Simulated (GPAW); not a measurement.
# I in GPAW: tuning MPI ranks

Crystal: I.

```
I
1.0
    -1.61746    1.61746    4.26481
     1.61746   -1.61746    4.26481
     1.61746    1.61746   -4.26481
I
1
Direct
  0.00000 0.00000 0.00000
```

| Property | Result |
| --- | --- |
| Program | GPAW 26.7.0 |
| Task | tuning run |
| Functional | PBE |
| Potentials or basis | GPAW PAW data sets (gpaw-data 1.2.1) |
| Cutoff | 600 eV |
| Basis | pw |
| k mesh | 11 × 11 × 11 |
| Occupations | fermi-dirac, width 0.05 eV |
| Spin | no spin polarisation |

These are the settings of the first run; the series varies MPI ranks, with any setting tied to it.

Hardware: Arm Neoverse N1.

| MPI ranks | energy less the last converged row (meV/atom) | SCF cycles | wall time (s) |
| --- | --- | --- | --- |
| 1 | 0.00 | 9 | 72 |
| 2 | 0.00 | 9 | 38 |
| 4 | 0.00 | 9 | 22 |
| 8 | 0.00 | 9 | 13 |
| 16 | 0.00 | 9 | 8.8 |
| 24 | 0.00 | 9 | 8.2 |
| 32 | 0.00 | 9 | 6.9 |
| 48 | 0.00 | 9 | 6.9 |

Fastest here: 48 (6.9 s), level within noise with 24, 32; slowest of those that converged: 1 (72 s). These are single runs, one after another on one machine, so differences under about a fifth mean little.

Caveat: an odd number of electrons without spin polarisation forces a metal; a magnetic or distorted state may lie lower; the program warned that so skewed a cell can give wrong results. Spin-orbit coupling is left out, which matters for the levels of I.
